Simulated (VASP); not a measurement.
**VASP 6.6.1 run: Ge**

INCAR

```
LWAVE = .FALSE.
LCHARG = .FALSE.
SIGMA = 0.02
NBANDS = 21
IBRION = -1
ENCUT = 520
NELM = 84
ISIF = 2
GGA = PE
ISMEAR = -1
NSW = 0
LASPH = .TRUE.
PREC = Accurate
EDIFF = 1E-7
LREAL = .FALSE.
```

KPOINTS

```
KPOINTS created by Atomic Simulation Environment
0
Gamma
6 6 6
0 0 0
```

POSCAR

```
Ge
 1.0000000000000000
     0.0000000000000000    2.8368735120999999    2.7517673067000001
     2.8368735120999999    0.0000000000000000    2.7517673067000001
     2.8368735120999999    2.8368735120999999    0.0000000000000000
 Ge
   2
Cartesian
  0.0000000000000000  0.0000000000000000  0.0000000000000000
  1.4184367560500000  1.4184367560500000  1.3758836533500001
```

The recommended PBE PAW datasets give the neutral cell 28 valence electrons.

Command

```
mpirun -np 1 vasp_std
```

Question: How does this run end, and what does it give?

Answer: It converged. Results: gap between bands v and c on the k mesh 0.08 eV; least direct gap on the k mesh 0.08 eV; pressure 5.2 GPa. Band v is the last that the valence electrons fill when counted band by band, and c is the next.

OSZICAR

```
N       E                     dE             d eps       ncg     rms          rms(c)
DAV:   1     0.186409784244E+03    0.18641E+03   -0.14549E+04  1432   0.368E+03
DAV:   2     0.180791672116E+02   -0.16833E+03   -0.16294E+03  1260   0.615E+02
DAV:   3    -0.816093343407E+01   -0.26240E+02   -0.26062E+02  1425   0.141E+02
DAV:   4    -0.901518136329E+01   -0.85425E+00   -0.85380E+00  1428   0.297E+01
DAV:   5    -0.902917047306E+01   -0.13989E-01   -0.13989E-01  1440   0.418E+00    0.332E+00
DAV:   6    -0.896365681214E+01    0.65514E-01   -0.23189E-02  1415   0.142E+00    0.197E+00
DAV:   7    -0.892993722359E+01    0.33720E-01   -0.53447E-02  1430   0.201E+00    0.152E-01
DAV:   8    -0.893176966232E+01   -0.18324E-02   -0.61305E-03  1410   0.922E-01    0.465E-02
DAV:   9    -0.893192811721E+01   -0.15845E-03   -0.22965E-04  1438   0.195E-01    0.158E-02
DAV:  10    -0.893194197228E+01   -0.13855E-04   -0.33387E-05  1459   0.713E-02    0.683E-03
DAV:  11    -0.893194351635E+01   -0.15441E-05   -0.53771E-06  1428   0.359E-02    0.176E-03
DAV:  12    -0.893194364906E+01   -0.13271E-06   -0.18403E-07  1200   0.496E-03    0.564E-04
DAV:  13    -0.893194364763E+01    0.14261E-08   -0.17224E-08   845   0.175E-03
   1 F= -.89319436E+01 E0= -.89317958E+01  d E =-.295719E-03
```

These settings aren't sound, so the numbers aren't properties of the crystal.

On sound settings PBE gives a gap of 0.07 eV on its mesh and a pressure of 5.3 GPa for the intended cell.
